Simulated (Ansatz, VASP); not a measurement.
**One calculation of P, two programs**

```xyz
1
Lattice="2.6662 0.0000 0.0000 0.0000 2.6662 0.0000 0.0000 0.0000 2.6662" Properties=species:S:1:pos:R:3 pbc="T T T"
P     1.3331    1.3331    1.3331
```

Alike in both runs: task single point; functional PBE; k mesh 6 × 6 × 6; occupations gaussian, width 0.1 eV; no spin polarisation.

|  | VASP | Ansatz |
| --- | --- | --- |
| version | VASP 6.6.1 | Ansatz 0.2.0 |
| potentials or method | VASP PAW PBE potentials, release 64 (P) | scalar-relativistic, plane waves, PAW |
| plane-wave cutoff (eV) | 520 | 420 |
| valence electrons in the cell | 5 | 5 |

|  | VASP | Ansatz | Ansatz less VASP |
| --- | --- | --- | --- |
| gap on the k mesh at the Fermi level (eV) | none | none | - |
| pressure (GPa) | -15.7 | -15.6 | +0.08 |

A gap of «none» marks a metal or a gap that the smearing closes. With one functional, cell and mesh, what is left measures potentials, basis and numerics.

Caveats: the k mesh is coarse (spacing up to 0.39 Å⁻¹), so the values aren't converged; so large a pressure means that the cell lies far from this level's equilibrium, or that cutoff or potentials fall short (VASP).
